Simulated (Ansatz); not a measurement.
# Ga started on an Al site in wurtzite AlN, 96 atoms, charge 0

All numbers come from Ansatz (PAW, plane waves, no spin–orbit coupling) at the single k point (¼, ¼, ¼) without its symmetry partners. The atoms were relaxed with PBEsol in a fixed cell; other functionals are single points on those atoms unless said otherwise. The valence top and gap of the host come from its small cell on a dense mesh, with the band extrema sought between the mesh points, lined up by the mean potential, PBEsol gap 4.09 eV, HSE06 gap 5.54 eV.

Cell: a = 9.341 Å, b = 10.787 Å, c = 9.967 Å, α = 90.00°, β = 90.00°, γ = 90.00°.

Nearest atoms after relaxation, from the placed atom (for vacancies from the middle of the vacant sites): N at 1.94 Å, N at 1.94 Å, N at 1.94 Å, N at 1.95 Å, Al at 3.08 Å, Al at 3.08 Å, Al at 3.08 Å, N at 3.09 Å.

Chemical potentials μ are those of reference phases of the elements at zero temperature by the same functional (the usual solids, diamond for C, grey Sn, and the molecules H2, N2, O2, F2, Cl2, Br2 and S8).

```tsv
functional	E(defect) − E(host) − Σ nμ + q·E_VBM (eV)	monopole (eV)	alignment (eV)	formation energy at E_F = VBM (eV)	moment (μB)	wall time, shared host
PBEsol	1.81	0.00	0.00	1.81	0 (no spin)	43 s on 7 threads of Neoverse-V2 (relaxation)
HSE06	1.92	0.00	0.00	1.92	0 (no spin)	6 min on 7 threads of Neoverse-V2
```

HSE06 one-electron levels near the gap (the ten most localised at most), from the host's valence top:

| level (eV) | spin | filling | atoms sharing it | element of the atom with most weight |
| --- | --- | --- | --- | --- |
| -0.28 | both | 2.00 | 57.4 | spread |
| -0.19 | both | 2.00 | 58.0 | spread |

All elements are taken at their own reference at once; growth conditions in equilibrium with the host shift these energies, by up to the host's formation enthalpy.

One k point and a cell of this size can leave errors of several tenths of an eV in such numbers.
